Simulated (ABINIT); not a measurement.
Crystal: GaN.

```
Ga N
1.0
     3.18000    0.00000    0.00000
    -1.59000    2.75396    0.00000
     0.00000    0.00000    5.16600
Ga N
2 2
Direct
  0.66667 0.33333 0.50000
  0.33333 0.66667 0.00000
  0.66667 0.33333 0.87500
  0.33333 0.66667 0.37500
```

Base run:

- Program: ABINIT 10.8.3 (patched build)
- Functional: PBEsol
- Potentials or basis: PseudoDojo NC SR PBEsol v0.4.1 standard
- Cutoff: 980 eV
- k mesh: 8 × 8 × 4
- Occupations: fermi-dirac, width 0.05 eV
- Spin: no spin polarisation

Its results: band gap on the k mesh 1.95 eV, direct; largest force 0.133 eV/Å.

Question: The run is repeated on the same cell with these changes: functional from PBEsol to LDA; potentials or basis from PseudoDojo NC SR PBEsol v0.4.1 standard to PseudoDojo NC SR LDA v0.4.1 standard. What comes out?

Answer: Band gap on the k mesh 2.01 eV, direct; largest force 0.126 eV/Å.

